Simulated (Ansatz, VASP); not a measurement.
# GaAsH2 (GaAs wire along [110], 10 atoms a period, H-terminated): VASP beside Ansatz

Aim: how closely do two programs agree when they are given the same cell, functional and k mesh? The structure shown is the start of the Ansatz relaxation below; VASP solves that cell, so the two are compared at the walk's first step.

Calculated with Ansatz 0.2.0; plane waves, with VASP 6.6.1 beside it; single point at PBE.

### 1. The starting structure

The cell holds 20 atoms: 10 H, 5 Ga and 5 As. Its edges and angles: a = 15.795 Å, b = 15.479 Å, c = 4.066 Å, α = 90.0°, β = 90.0°, γ = 90.0°. Vacuum lies along a and b. The structure's axis is c.

### 2. Ansatz: relaxation, PBE

Ansatz runs on its default PAW (the set named soft_2) files.

The two programs are compared at the cell with which this relaxation starts, whose forces are those of its first step.

File input.yaml:

```yaml
crystal:
  lattice:
    - [15.795, 0.0, 0.0]
    - [0.0, 15.479, 0.0]
    - [0.0, 0.0, 4.0658639918]
  atoms:
    - { symbol: H, position: [0.305171225, 0.350987273, 0.0] }
    - { symbol: Ga, position: [0.362924528, 0.434330163, 0.0] }
    - { symbol: As, position: [0.635953968, 0.302995323, 0.0] }
    - { symbol: H, position: [0.692610689, 0.221234892, 0.0] }
    - { symbol: Ga, position: [0.726963781, 0.434330163, 0.0] }
    - { symbol: H, position: [0.215257993, 0.565665004, 0.311267102] }
    - { symbol: H, position: [0.784717084, 0.434330163, 0.317291626] }
    - { symbol: As, position: [0.453934341, 0.696999844, 0.5] }
    - { symbol: As, position: [0.453934341, 0.434330163, 0.5] }
    - { symbol: H, position: [0.487190851, 0.219652432, 0.5] }
    - { symbol: H, position: [0.510591063, 0.778760274, 0.5] }
    - { symbol: Ga, position: [0.544944154, 0.302995323, 0.5] }
    - { symbol: Ga, position: [0.544944154, 0.565665004, 0.5] }
    - { symbol: H, position: [0.784717084, 0.434330163, 0.682708374] }
    - { symbol: H, position: [0.215257993, 0.565665004, 0.688732898] }
    - { symbol: As, position: [0.271914715, 0.565665004, 0.0] }
    - { symbol: H, position: [0.305171225, 0.780342734, 0.0] }
    - { symbol: Ga, position: [0.362924528, 0.696999844, 0.0] }
    - { symbol: As, position: [0.635953968, 0.565665004, 0.0] }
    - { symbol: H, position: [0.692610689, 0.647425434, 0.0] }
kpoints:
  mp_grid: { grid: [1, 1, 20] }
scf:
  occupations: { method: fermi_dirac, width: 0.05 }
hamiltonian:
  xc: pbe
relax:
  cell: { fix: [a, b, alpha, beta, gamma] }
  max_steps: 45
  f_tol: 0.03
```

Started as:

```console
ansatz run input.yaml --threads 4 --pin off --max-ram 16384MiB --backend cpu --events-out ev --progress --plain --runs-dir out
```

Numbers of over 12 decimals in the logs are rounded to 6 here.

The program printed:

```text
Engine: ansatz 0.2.0, aarch64-unknown-linux-gnu
Pseudopotentials: kind: paw
Pseudopotential: H, paw, valence charge 1, recommended cutoff 420 eV (normal), H.paw.azcp
Pseudopotential: Ga, paw, valence charge 13, recommended cutoff 420 eV (normal), Ga.paw.azcp
Pseudopotential: As, paw, valence charge 15, recommended cutoff 420 eV (normal), As.paw.azcp
Functional definition: PBE
  parameter kappa = 0.804
  parameter beta = 0.066725
  exchange = pbe_x(kappa = kappa, mu = beta*pi^2/3)
  correlation = pbe_c(beta = beta)
Crystal: 20 atoms, lattice volume = 994.066 Å³
Basis set: ecut = 420 eV, 19463 PW (Γ), exchange–correlation on 216×216×60 points (8 copies of the dense FFT grid, shifted against one another)
Bands: 95, of which v1, the nominal top of the filled ones, is band 75 counted from 1 (74 counted from 0)
Symmetry: 2 space group operations
Space group: Pm (ITA 6), of the structure as read, at distance tolerance 1.0e-4 Å
k-points: 11 of 20
Non-local potential: H, projectors of the file, l = 0: 2, l = 1: 1
Non-local potential: Ga, projectors of the file, l = 0: 2, l = 1: 2, l = 2: 3, l = 3: 1
Non-local potential: As, projectors of the file, l = 0: 2, l = 1: 2, l = 2: 3, l = 3: 1
PAW form: soft (Blöchl's): semilocal exchange-correlation on the pseudo side does not see the compensation charge
PAW one-centre angular grid: H, 110 points (default); XC on 64 Gauss nodes
PAW one-centre angular grid: Ga, 590 points (default); XC on 64 Gauss nodes
PAW one-centre angular grid: As, 590 points (default); XC on 64 Gauss nodes
Initial density: superposition of atomic densities (neutral atoms: chi_scale 0, normalization atom), corrected by the library's trained network
Initial wavefunctions: pseudopotential atomic-orbital guess
Functional: x = pbe(κ = 0.804, μ = 0.219515), c = pbe(β = 0.066725)
SCF iter   1: F=—  HF=-43353.582907 eV  |F-HF|=—  |Δ(HF+E_count)|=         —  Δρ=3.36e-3  dr2=6.94e-1  ethr=1.77e-3  ⟨swp⟩=6.7  Hψ=4275  notcnv=0  defer=31
preconditioner: auto → Resta (q_TF=auto, 1.991 Å⁻¹)  ε∞=1.7  [insulator: Δε(μ)=0.890 eV  Ē_g=13.761 eV  σ=0.050 eV  W_gap=1.00  n_scr=128 (ndim 8)  ℏωp=11.8 eV  f_vac=0.656  D(μ)=0.00/eV (n_scr^D=0)  ε∞_Penn≈1.7  vacuum switching on, ρ_ref=1.4e-2 e/Å³]
SCF iter   2: F=—  HF=-43353.520730 eV  |F-HF|=—  |Δ(HF+E_count)|=   6.22e-2  Δρ=3.88e-3  dr2=1.12e0  ethr=4.63e-4  ⟨swp⟩=3.0  Hψ=1484  notcnv=0  defer=142
SCF iter   3: F=—  HF=-43353.412945 eV  |F-HF|=—  |Δ(HF+E_count)|=   1.08e-1  Δρ=1.32e-3  dr2=8.70e-2  ethr=4.63e-4  ⟨swp⟩=3.1  Hψ=1337  notcnv=0  defer=135
SCF iter   4: F=—  HF=-43353.403043 eV  |F-HF|=—  |Δ(HF+E_count)|=   9.90e-3  Δρ=6.81e-4  dr2=1.22e-2  ethr=5.80e-5  ⟨swp⟩=2.0  Hψ=1114  notcnv=0  defer=135
SCF iter   5: F=—  HF=-43353.404435 eV  |F-HF|=—  |Δ(HF+E_count)|=   1.39e-3  Δρ=5.39e-4  dr2=1.38e-2  ethr=8.10e-6  ⟨swp⟩=1.1  Hψ=1187  notcnv=0  defer=135
SCF iter   6: F=—  HF=-43353.403715 eV  |F-HF|=—  |Δ(HF+E_count)|=   7.20e-4  Δρ=7.46e-5  dr2=1.02e-4  ethr=8.10e-6  ⟨swp⟩=2.0  Hψ=935  notcnv=0  defer=135
SCF iter   7: F=—  HF=-43353.403768 eV  |F-HF|=—  |Δ(HF+E_count)|=   5.27e-5  Δρ=2.81e-5  dr2=1.91e-5  ethr=6.78e-8  ⟨swp⟩=2.0  Hψ=1409  notcnv=0  defer=135
SCF iter   8: F=—  HF=-43353.403951 eV  |F-HF|=—  |Δ(HF+E_count)|=   1.83e-4  Δρ=1.32e-5  dr2=7.17e-6  ethr=1.27e-8  ⟨swp⟩=2.0  Hψ=1107  notcnv=0  defer=135
SCF iter   9: F=—  HF=-43353.403951 eV  |F-HF|=—  |Δ(HF+E_count)|=   5.55e-7  Δρ=7.89e-6  dr2=3.46e-6  ethr=4.78e-9  ⟨swp⟩=2.0  Hψ=979  notcnv=0  defer=135
SCF iter  10: F=-43353.403951 eV  HF=-43353.403951 eV  |F-HF|=1.10e-8  |Δ(HF+E_count)|=   5.26e-8  Δρ=1.51e-6  dr2=6.32e-8  ethr=6.67e-11  ⟨swp⟩=3.7  Hψ=3406  notcnv=0
SCF 1 converged in 10 iterations: F = -43353.403951 eV  dr2 = 6.32e-8
  greatest PAW one-centre occupation: 0.999 electrons in one spin orbital (limit 2), on the As atom at site 15 (counted from 0), in its partial waves of l = 2
relax step   1: F+E_penalty+E_count = -43353.40395106 eV  Δ(F+E_penalty+E_count) = +0.000e0 eV  max|allowed force component| = 1.148e0 eV/Å  Δτ_max = 0.0000 Å  P = -0.020 GPa  Ω = 994.066 Å³  fix = [a, b, alpha, beta, gamma]  reactions: a -0.243, b -0.317 GPa; gamma +0.175 GPa/rad  (10 SCF iters, dr2 threshold 1.00e-7 eV, accepted)
[...]
relax step   6: F+E_penalty+E_count = -43354.20602535 eV  Δ(F+E_penalty+E_count) = -3.250e-3 eV  max|allowed force component| = 3.435e-2 eV/Å  Δτ_max = 0.0770 Å  P = +0.004 GPa  Ω = 1022.476 Å³  energy of the carried Pulay correction = -4.736e-3 eV  fix = [a, b, alpha, beta, gamma]  reactions: a -0.005, b -0.008 GPa; gamma +0.005 GPa/rad  (7 SCF iters, dr2 threshold 1.47e-7 eV, accepted)
[...]
relax step   7: F+E_penalty+E_count = -43354.20684539 eV  Δ(F+E_penalty+E_count) = -8.200e-4 eV  max|allowed force component| = 2.426e-2 eV/Å  Δτ_max = 0.0192 Å  P = -0.004 GPa  Ω = 1022.894 Å³  energy of the carried Pulay correction = -4.805e-3 eV  fix = [a, b, alpha, beta, gamma]  reactions: a -0.012, b -0.009 GPa; gamma +0.005 GPa/rad  (6 SCF iters, dr2 threshold 7.38e-8 eV, accepted)
[...]
relax step   8: F+E_penalty+E_count = -43354.21236288 eV  Δ(F+E_penalty+E_count) = -5.517e-3 eV  max|allowed force component| = 2.452e-2 eV/Å  Δτ_max = 0.0000 Å  P = -0.000 GPa  Ω = 1022.894 Å³  fix = [a, b, alpha, beta, gamma]  reactions: a -0.010, b -0.008 GPa; gamma +0.005 GPa/rad  stress off target by 1.74e-2 GPa on what of the cell is left free  SCF on the basis re-selected at this cell (its energy is not comparable with the rows above)  (7 SCF iters)
basis re-selected at this cell: Δ(F+E_penalty+E_count) = -5.517e-3 eV, ΔP = +0.004 GPa vs the last step (what re-selecting the basis moved, of the pressure what is left beyond the Pulay correction that the steps carried, after the strain that the cell walked since its last selection, with what the two solves' SCF thresholds leave and, on support functions, any second-order correction that the steps lacked; it is no m [...]
SCF converged after 7 iterations
Free energy (F): -43354.212363 eV
Harris-Foulkes:  -43354.212363 eV  (|F-HF|=5.24e-10)
Internal energy: -43354.212360 eV  (E = F + TS)
E sigma→0 (E₀):  -43354.212362 eV
Entropy (-TS):   -0.000002 eV (-0.000 meV/atom)
Fermi energy:    -0.922070 eV
--- Per-component energies (eV) ---
  E_band       = -2993.592343
  E_kinetic    = 1220.010317
  E_local      = -73987.579885  (includes V_loc(G=0)·N_el)
  E_nonlocal   = -1214.549546
  E_hartree    = 36342.219874
  E_xc         = -824.802289
  E_vxc        = -793.107775  (∫ρ·V_xc dr)
  E_paw        = -19125.726735  (= ΣΔE_a)
  E_vpaw       = -902.793988  (= ΣTr[D̂ρ^β])
  E_aug_tail   = -0.012358  (compensation charges beyond the density's cutoff)
  E_ewald      = 14236.228260
  E_smearing   = -0.000002  (= −TS)
  E_closure    = 0.000000  (closes the sum)
  Σ components = -43354.212363   (vs F -43354.212363, Δ=0.00e0)
--- Forces (eV/Å), atoms counted from 1 ---
  atom   1  H     -0.00066442     0.00390873     0.00000000
  atom   2  Ga     0.00090282    -0.00243593     0.00000000
  atom   3  As    -0.00587216    -0.00131418     0.00000000
  atom   4  H      0.00549255     0.00702752     0.00000000
  atom   5  Ga    -0.01011317     0.01296181     0.00000000
  atom   6  H     -0.00440996    -0.00270279     0.00101295
  atom   7  H     -0.00039261    -0.00135670     0.00235422
  atom   8  As     0.00128000     0.00036768     0.00000000
  atom   9  As     0.01392998    -0.00212957     0.00000000
  atom  10  H      0.00603002     0.00955173     0.00000000
  atom  11  H     -0.00114977    -0.00456002     0.00000000
  atom  12  Ga    -0.00138538    -0.02452327     0.00000000
  atom  13  Ga    -0.00366934    -0.00160165     0.00000000
  atom  14  H     -0.00039261    -0.00135670    -0.00235422
  atom  15  H     -0.00440996    -0.00270279    -0.00101295
  atom  16  As     0.00451649     0.00967170     0.00000000
  atom  17  H      0.00137638    -0.00245572     0.00000000
  atom  18  Ga     0.00021031     0.00899186     0.00000000
  atom  19  As     0.00555683     0.00634658     0.00000000
  atom  20  H     -0.00683676    -0.01168724     0.00000000
  max |Σ_I F_I| component: 1.06e-6 eV/Å
--- Stress (GPa, compression-positive) ---
       -0.010082      -0.005441       0.000000
       -0.005441      -0.007986       0.000000
        0.000000       0.000000       0.017387
  P = ⅓ Tr σ = -0.0002 GPa (-0.002 kbar)
--- Relaxed structure (7 steps of the walk, 7 accepted, 1 SCFs on fresh bases) ---
  F+E_penalty+E_count = -43354.21236288 eV   max|allowed force component| = 2.452e-2 eV/Å   (the final SCF, on the basis selected at the relaxed cell)
  cell:  # Å, volume = 1022.8941 Å³
    - [15.795, 0, 0.0]
    - [0, 15.479, 0.0]
    - [0.0, 0.0, 4.183773]
  atoms:
    - { symbol: H, position: [0.296295, 0.348137, 0] }
    - { symbol: Ga, position: [0.364939, 0.420970, 0] }
    - { symbol: As, position: [0.632133, 0.316770, 0] }
    - { symbol: H, position: [0.683398, 0.233186, 0] }
    - { symbol: Ga, position: [0.741411, 0.434724, 0] }
    - { symbol: H, position: [0.223540, 0.570531, 0.268301] }
    - { symbol: H, position: [0.788345, 0.440010, 0.322659] }
    - { symbol: As, position: [0.449186, 0.690439, 0.5] }
    - { symbol: As, position: [0.451543, 0.429882, 0.5] }
    - { symbol: H, position: [0.490807, 0.214117, 0.5] }
    - { symbol: H, position: [0.507985, 0.768485, 0.5] }
    - { symbol: Ga, position: [0.545715, 0.298614, 0.5] }
    - { symbol: Ga, position: [0.542685, 0.559517, 0.5] }
    - { symbol: H, position: [0.788345, 0.440010, 0.677341] }
    - { symbol: H, position: [0.223540, 0.570531, 0.731699] }
    - { symbol: As, position: [0.288289, 0.566457, 0] }
    - { symbol: H, position: [0.303328, 0.789755, 0] }
    - { symbol: Ga, position: [0.363203, 0.709429, 0] }
    - { symbol: As, position: [0.629559, 0.554436, 0] }
    - { symbol: H, position: [0.673445, 0.642369, 0] }
```

The column dr2 measures how far the density is from self-consistency, as an energy; F and HF (Harris–Foulkes) agree once it is small.

(Continued in part 2 of 2.)

[Lines on the potential files, build, host, timing and source positions are cut from VASP's logs without a mark.]

[Logs are printed without paths, hosts, clocks, repeated set-up lines and the standing remarks that a program may print on its own settings, such as how far it seeks lower states.]

[Hosts, paths, dates, database ids (printed as entryN), source tags and the programs' standing remarks are cut or masked in the printed files.]
